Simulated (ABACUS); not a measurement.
The system is Nb.

```
Nb
1.0
    -1.66395    1.66395    1.66395
     1.66395   -1.66395    1.66395
     1.66395    1.66395   -1.66395
Nb
1
Direct
  0.00000 0.00000 0.00000
```

| Item | Value |
| --- | --- |
| Program | ABACUS 3.10.1 |
| Task | relaxation of cell and atoms |
| Functional | PW91 |
| Potentials or basis | PseudoDojo NC SR 0.5 PBE standard |
| Cutoff | 1116 eV |
| Density cutoff | 4463 eV |
| Basis | plane waves |
| k mesh | 9 × 9 × 9 |
| Occupations | fermi-dirac, width 0.05 eV |
| Spin | no spin polarisation |

At the start: pressure -2.9 GPa; volume 18.43 Å³/atom.

Problem. How do energy, volume and symmetry change on relaxing?

Solution. Over 8 steps the energy falls by 3.0 meV/atom and the volume is 18.11 Å³/atom (-1.7 %); space group Im-3m (No. 229, to 0.05 Å).

The path:
```tsv
step	energy change (eV)	largest force (eV/Å)	pressure (GPa)	volume (Å³)
1	0.0000	0.0000	-2.93	18.43
2	0.0080	0.0000	6.09	17.51
3	-0.0030	0.0000	-0.05	18.11
4	-0.0030	0.0000	0.02	18.10
5	-0.0030	0.0000	-0.02	18.11
6	-0.0030	0.0000	0.03	18.11
7	-0.0030	0.0000	-0.02	18.11
8	-0.0030	0.0000	0.01	18.11
```

Final structure:
```cif
data_structure
_symmetry_space_group_name_H-M 'P 1'
_symmetry_Int_Tables_number 1
_cell_length_a 2.8653
_cell_length_b 2.8653
_cell_length_c 2.8653
_cell_angle_alpha 109.471
_cell_angle_beta 109.471
_cell_angle_gamma 109.471
_cell_volume 18.11
loop_
_atom_site_label
_atom_site_type_symbol
_atom_site_fract_x
_atom_site_fract_y
_atom_site_fract_z
_atom_site_occupancy
Nb1 Nb 0.00000 0.00000 0.00000 1
```

Caveat: the potentials were made for another functional, which shifts forces and pressure.
